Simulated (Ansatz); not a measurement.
Runs of Ansatz 0.2.0 on CdTe. The structure is cubic, space group F-43m (No. 216). The conventional cell has a = 6.410 Å, b = 6.410 Å, c = 6.410 Å, α = 90.00°, β = 90.00°, γ = 90.00°. Te (site symmetry -43m) is surrounded by 4 Cd at 2.78 Å. Cd (site symmetry -43m) is surrounded by 4 Te at 2.78 Å. 

```tsv
task	level	cell	k mesh	cutoff (eV)	smearing	basis error allowed	gap on the mesh (eV)	pressure (GPa)	relaxed volume (Å³/atom)
elastic constants	PBE	as given	5 × 5 × 5	280	fermi-dirac 0.05 eV	0.001 eV/atom	0.87	4.3	-
relaxation of cell and atoms	RPBE+D3(BJ)	relaxed	7 × 7 × 7	-	fermi-dirac 0.05 eV	0.001 eV/atom	(a)	0.0	30.97
single point	PBE	as given	7 × 7 × 7	260	gaussian 0.017 eV	0.001 eV/atom	0.87	4.3	-
relaxation of cell and atoms	revPBE	relaxed	7 × 7 × 7	-	fermi-dirac 0.05 eV	0.001 eV/atom	0.60	0.0	37.46
band structure	revPBE	as given	7 × 7 × 7	260	fermi-dirac 0.05 eV	0.001 eV/atom	0.99	(b)	-
single point	PBE	as given	7 × 7 × 7	260	gaussian 0.015 eV	0.001 eV/atom	0.87	4.3	-
single point	PBE	as given	5 × 5 × 5	221	fermi-dirac 0.06 eV	0.004 eV/atom	0.87	4.3	-
```

Alike in all rows: potentials or basis all-electron LAPW, scalar-relativistic; no spin polarisation.

**Question.** Estimate the missing entries.

**Answer.** (a) 1.22; (b) 5.5.

Caveats: spin-orbit coupling is left out, which moves the levels of the heavy elements; an odd mesh through Γ misses points on the zone boundary, where band edges often lie (some runs); the cell is more than 3 GPa from zero pressure, which shifts response properties (some runs); the volume moved by +14 % from the deposited cell, more than functionals usually miss (some runs).

A k mesh can miss the band edges, and the runs leave out spin-orbit coupling on Cd, Te.
